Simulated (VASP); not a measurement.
```
InN
1.0
    0.00000     2.53980     2.53980
    2.53980     0.00000     2.53980
    2.53980     2.53980     0.00000
In N
1 1
Direct
  0.00000   0.00000   0.00000
  0.25000   0.25000   0.25000
```

Method: PBE GGA, VASP's PBE PAW potentials (set 64) (plane waves; VASP). Settings: 520 eV cut-off, 7×7×7 Γ-centred mesh, Gaussian smearing of 0.050 eV, potentials In_d N.

Unless said otherwise, spin-orbit coupling is left out, though it shifts the bands of the heavy elements here.

**Question.** What does the run give for the energy per atom (σ→0), pressure, band gap (on the k-mesh) with the smallest direct gap where there is one?

**Answer.** 
- band gap (on the k-mesh) = none (metal, semimetal or under 0.01 eV)
- energy per atom (σ→0) = -5.340 eV/atom
- pressure = -1.90 GPa

The absolute energy has meaning only against runs of the same code, potentials and settings.

The compound is InN in the zinc blende structure, a metastable form; wurtzite is the usual one. The cell was not relaxed at this level. The k-mesh is coarse (spacing up to 0.31 per Å, 2π included), so the numbers may not be converged in it.
